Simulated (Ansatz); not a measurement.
PbS under changes of volume

One of the cells (26.664 Å³/atom); the others are scaled copies at fixed shape and fractional positions:

```
Pb S
1.0
     2.07995   -5.99130    0.00000
     2.07995    5.99130    0.00000
     0.00000    0.00000    4.27932
Pb S
2 2
Direct
  0.13056 0.86944 0.25000
  0.86944 0.13056 0.75000
  0.35480 0.64520 0.25000
  0.64520 0.35480 0.75000
```

Measurements of this composition are mostly on another form, of space group No. 225.

| Quantity | Value |
| --- | --- |
| Program | Ansatz 0.2.0 |
| Functional | PBEsol |
| Potentials or basis | Ansatz PAW |
| Cutoff | 420 eV (not typed: the program's choice for these potentials) |
| k mesh | 7 × 7 × 6 |
| Occupations | fermi-dirac, width 0.05 eV |
| Spin | no spin polarisation |

| volume (Å³/atom) | energy over the lowest point (meV/atom) | pressure (GPa) | gap on the mesh (eV) | largest force (eV/Å) |
| --- | --- | --- | --- | --- |
| 25.064 | 3.33 | 1.7 | 1.02 | 0.371 |
| 25.597 | 0.00 | 0.4 | 1.07 | 0.226 |
| 26.130 | 0.80 | -0.8 | 1.12 | 0.093 |
| 26.664 | ? | ? | ? | ? |
| 27.197 | 13.11 | -2.8 | 1.20 | 0.151 |
| 27.730 | 23.88 | -3.6 | 1.24 | 0.260 |
| 28.263 | 37.29 | -4.4 | 1.25 | 0.362 |

Problem. What does the run at 26.664 Å³/atom give?

Solution. Energy over the lowest point 5.30 meV/atom; pressure -1.9 GPa; gap on the mesh 1.16 eV; largest force 0.034 eV/Å.

Worked out: A Birch-Murnaghan fit of order 3 (a polynomial in V^(-2/3)) to the other rows has its minimum at 25.75 Å³/atom with B0 = V·E''(V) = 58 GPa and B' = 4.4 at fixed shape and positions, which overstates the stiffness. It gives 5.31 meV/atom at 26.664 Å³/atom, against the run's 5.30, and -dE/dV = -1.9 GPa, against -1.9. A parabola through the other rows of the gap, of slope 1.96 eV per unit of ln V there, gives 1.16 eV, against the run's 1.16.

Energies are extrapolated to zero smearing.

Caveats: odd divisions of the mesh miss points on the zone boundary, where band edges often lie, so the gap on the mesh can be too wide; spin-orbit coupling is left out, which as a rule narrows the gap of such compounds by several tenths of an eV; the PAW data sets come from PBE, with cores solved anew for the run's functional, which leaves a small shift of forces and pressure.

A mesh can miss the band edges.
